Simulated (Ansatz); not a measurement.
The system is SnO2.

```
Sn O
1.0
     1.61709    0.93363    4.80059
    -1.61709    0.93363    4.80059
     0.00000   -1.86726    4.80059
Sn O
1 2
Direct
  0.50000 0.50000 0.50000
  0.76283 0.76283 0.76283
  0.23717 0.23717 0.23717
```

Measurements of this composition are mostly on another form, of space group No. 136.

* Program: Ansatz 0.2.0
* Task: single point
* Functional: PBE
* Potentials or basis: all-electron LAPW, scalar-relativistic
* Cutoff: 382 eV (chosen from the basis error)
* Basis error allowed: 0.001 eV/atom
* k mesh: 10 × 10 × 10
* Occupations: fermi-dirac, width 0.05 eV
* Spin: no spin polarisation

On this cell: pressure -0.6 GPa; largest force 0.136 eV/Å; band gap on the k mesh 1.94 eV, indirect (least direct gap 2.05 eV).

The same run follows on a disturbed copy (atoms moved at random, drawn with an rms of 0.05 Å):

```
Sn O
1.0
     1.61709    0.93363    4.80059
    -1.61709    0.93363    4.80059
     0.00000   -1.86726    4.80059
Sn O
1 2
Direct
  0.51695 0.49711 0.49932
  0.78022 0.76876 0.74554
  0.22897 0.25438 0.23296
```

Task: What does the disturbed cell give?

Result: The energy moves by +14.4 meV/atom; pressure 0.1 GPa; largest force 1.020 eV/Å; band gap on the k mesh 1.92 eV, indirect (least direct gap 2.06 eV).

Forces in eV/Å, atoms in the order of the input:
```
Sn  -0.641  0.144 -0.780
O   -0.023 -0.283  0.433
O    0.664  0.139  0.347
```

Stress tensor (GPa, compression positive):
```
 0.22  0.34  2.39
 0.34  0.21  1.54
 2.39  1.54 -0.23
```

Caveats: spin-orbit coupling is left out, which moves the levels of the heavy elements.

A k mesh can miss the band edges.
